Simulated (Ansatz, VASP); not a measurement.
# InPd: programs and potentials compared

The starting cell:

```xyz
2
Lattice="3.2719 0.0000 0.0000 0.0000 3.2719 0.0000 0.0000 0.0000 3.2719" Properties=species:S:1:pos:R:3 pbc="T T T"
In    0.0000    0.0000    0.0000
Pd    1.6359    1.6359    1.6359
```

The cell comes from a database or a generator and needn't be the stable form of this composition.

Alike in all runs: task relaxation of cell and atoms; functional PBEsol; k mesh 8 × 8 × 8; occupations fermi-dirac, width 0.05 eV; no spin polarisation; no spin-orbit coupling.

```tsv
program and potentials	plane-wave cutoff (eV)	notes	equilibrium volume (Å³/atom)
Ansatz, Ansatz PAW	420	potentials made for PBE, which Ansatz adapts in part; 15.5 valence electrons an atom on average	17.11
VASP, PBE PAW files In_d, Pd, 600 eV	600	potentials made for PBE; 11.5 valence electrons an atom on average	17.14
Ansatz, all-electron LAPW, scalar-relativistic	-	-	17.11
```

The equilibrium volume spans 17.11 (Ansatz, Ansatz PAW) to 17.14 Å³/atom (VASP, PBE PAW files In_d, Pd, 600 eV), with all-electron results at 17.11. Relaxations stop with a little pressure left, so the last digit of a volume isn't settled.

The functional is the same throughout but for its coding, so the spread measures potentials, basis and numerics; runs on potential files found faulty are left out.
